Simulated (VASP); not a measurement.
# LiF: equation of state in the RPA

LiF, Fm-3m (no. 225), 2 atoms in the cell. PBE, RPA total energies; PAW potentials F_GW, Li_sv_GW (PBE set).

k mesh of the exchange step: 8 × 8 × 8; Volumes (share of the given one): 0.92, 0.96, 1, 1.04, 1.08.

## Input

INCAR.step1:
```
SYSTEM = LiF
ISMEAR = 0
SIGMA = 0.05
EDIFF = 1E-8
PREC = Accurate
LASPH = .True.
LREAL = .False.
LCHARG = .False.
ENCUT = 600
GGA = PE
LWAVE = .True.
ALGO = Normal
KPAR = 8
```

INCAR.step2:
```
SYSTEM = LiF
ISMEAR = 0
SIGMA = 0.05
EDIFF = 1E-8
PREC = Accurate
LASPH = .True.
LREAL = .False.
LCHARG = .False.
ENCUT = 600
GGA = PE
ALGO = Eigenval
NELM = 1
LWAVE = .False.
PRECFOCK = Fast
LHFCALC = .True.
AEXX = 1.0
ALDAC = 0.0
AGGAC = 0.0
HFRCUT = -1
KPAR = 8
```

INCAR.step3:
```
SYSTEM = LiF
ISMEAR = 0
SIGMA = 0.05
EDIFF = 1E-8
PREC = Accurate
LASPH = .True.
LREAL = .False.
LCHARG = .False.
ENCUT = 600
GGA = PE
ALGO = ACFDT
NOMEGA = 10
LWAVE = .False.
PRECFOCK = Fast
ESF_SPLINES = .True.
```

KPOINTS.step1:
```
k-points
0
Gamma
  8 8 8
```

KPOINTS.step3:
```
k-points
0
Gamma
  5 5 5
```

POSCAR.step1:
```
LiF
1.0
    0.0000000000      1.9587938960      1.9587938960
    1.9587938960      0.0000000000      1.9587938960
    1.9587938960      1.9587938960      0.0000000000
F Li
1 1
Direct
    0.5000000000      0.5000000000      0.5000000000
    0.0000000000      0.0000000000      0.0000000000
```

POSCAR.step4:
```
LiF
1.0
    0.0000000000      1.9867804471      1.9867804471
    1.9867804471      0.0000000000      1.9867804471
    1.9867804471      1.9867804471      0.0000000000
F Li
1 1
Direct
    0.5000000000      0.5000000000      0.5000000000
    0.0000000000      0.0000000000      0.0000000000
```

POSCAR.step7:
```
LiF
1.0
    0.0000000000      2.0140000000      2.0140000000
    2.0140000000      0.0000000000      2.0140000000
    2.0140000000      2.0140000000      0.0000000000
F Li
1 1
Direct
    0.5000000000      0.5000000000      0.5000000000
    0.0000000000      0.0000000000      0.0000000000
```

POSCAR.step10:
```
LiF
1.0
    0.0000000000      2.0405030393      2.0405030393
    2.0405030393      0.0000000000      2.0405030393
    2.0405030393      2.0405030393      0.0000000000
F Li
1 1
Direct
    0.5000000000      0.5000000000      0.5000000000
    0.0000000000      0.0000000000      0.0000000000
```

POSCAR.step13:
```
LiF
1.0
    0.0000000000      2.0663349340      2.0663349340
    2.0663349340      0.0000000000      2.0663349340
    2.0663349340      2.0663349340      0.0000000000
F Li
1 1
Direct
    0.5000000000      0.5000000000      0.5000000000
    0.0000000000      0.0000000000      0.0000000000
```

Commands (each step's output is kept before the next begins):
```
cat potpaw_PBE.64/F_GW/POTCAR potpaw_PBE.64/Li_sv_GW/POTCAR > POTCAR
cp INCAR.step1 INCAR
cp KPOINTS.step1 KPOINTS
cp POSCAR.step1 POSCAR
mpirun -np 8 vasp_std > vasp.out
cp INCAR.step2 INCAR
mpirun -np 8 vasp_std > vasp.out
rm WAVECAR CHG
cp INCAR.step3 INCAR
cp KPOINTS.step3 KPOINTS
mpirun -np 8 vasp_std > vasp.out
rm WAVECAR CHG
cp INCAR.step1 INCAR
cp KPOINTS.step1 KPOINTS
cp POSCAR.step4 POSCAR
mpirun -np 8 vasp_std > vasp.out
cp INCAR.step2 INCAR
mpirun -np 8 vasp_std > vasp.out
rm WAVECAR CHG
cp INCAR.step3 INCAR
cp KPOINTS.step3 KPOINTS
mpirun -np 8 vasp_std > vasp.out
rm WAVECAR CHG
cp INCAR.step1 INCAR
cp KPOINTS.step1 KPOINTS
cp POSCAR.step7 POSCAR
mpirun -np 8 vasp_std > vasp.out
cp INCAR.step2 INCAR
mpirun -np 8 vasp_std > vasp.out
rm WAVECAR CHG
cp INCAR.step3 INCAR
cp KPOINTS.step3 KPOINTS
mpirun -np 8 vasp_std > vasp.out
rm WAVECAR CHG
cp INCAR.step1 INCAR
cp KPOINTS.step1 KPOINTS
cp POSCAR.step10 POSCAR
mpirun -np 8 vasp_std > vasp.out
cp INCAR.step2 INCAR
mpirun -np 8 vasp_std > vasp.out
rm WAVECAR CHG
cp INCAR.step3 INCAR
cp KPOINTS.step3 KPOINTS
mpirun -np 8 vasp_std > vasp.out
rm WAVECAR CHG
cp INCAR.step1 INCAR
cp KPOINTS.step1 KPOINTS
cp POSCAR.step13 POSCAR
mpirun -np 8 vasp_std > vasp.out
cp INCAR.step2 INCAR
mpirun -np 8 vasp_std > vasp.out
rm WAVECAR CHG
cp INCAR.step3 INCAR
cp KPOINTS.step3 KPOINTS
mpirun -np 8 vasp_std > vasp.out
```

## Result

- RPA volume at rest (Å³/atom): 8.10
- RPA bulk modulus (GPa): 79
- PBE volume at rest (Å³/atom): 8.41
- PBE bulk modulus (GPa): 67
- Exact exchange without correlation: volume at rest (Å³/atom): 7.97
- Exact exchange without correlation: bulk modulus (GPa): 80

Energy against volume (meV/atom, each curve from its lowest point):

| Volume (Å³/atom) | PBE | Exact exchange, no correlation | RPA total |
|---|---|---|---|
| 7.516 | 24.1 | 6.6 | 11.6 |
| 7.842 | 8.9 | 0 | 1.4 |
| 8.169 | 1.3 | 0.7 | 0 |
| 8.496 | 0 | 7.3 | 3.7 |
| 8.823 | 3.7 | 18.6 | 13 |

VASP 6.6.1 took 584 s on 8 cores (Intel Xeon Platinum 8488C (Sapphire Rapids)), a shared host.
